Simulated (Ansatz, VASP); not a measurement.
# GaCo: VASP beside Ansatz

```
Ga Co
1.0
     2.73689    0.00000    0.00000
     0.00000    2.73689    0.00000
     0.00000    0.00000    2.73689
Ga Co
1 1
Cartesian
  1.3684 1.3684 1.3684
  0.0000 0.0000 0.0000
```

Change from the starting cell: volume scaled by 0.86, no spin polarisation, PAW files.

Alike in both runs: task single point; functional LDA; k mesh 11 × 11 × 11; occupations fermi-dirac, width 0.08 eV; no spin polarisation.

|  | VASP | Ansatz |
| --- | --- | --- |
| version | VASP 6.6.1 | Ansatz 0.2.0 |
| potentials or method | VASP PAW LDA potentials, release 64 (Ga_d, Co) | PAW with Ansatz's default frozen-core files, scalar-relativistic |
| plane-wave cutoff (eV) | 520 | 420 |
| valence electrons in the cell | 22 | 30 |

Ansatz gave:

* pressure (GPa): 20.8

Estimate VASP's values.

pressure (GPa): 21.6.

The two sets of potentials don't hold the same shells in valence.

Caveats: so large a pressure means that the cell lies far from this level's equilibrium, or that cutoff or potentials fall short (VASP). Spin polarisation is off, so any magnetic state and its effect on volume and gap are missing.
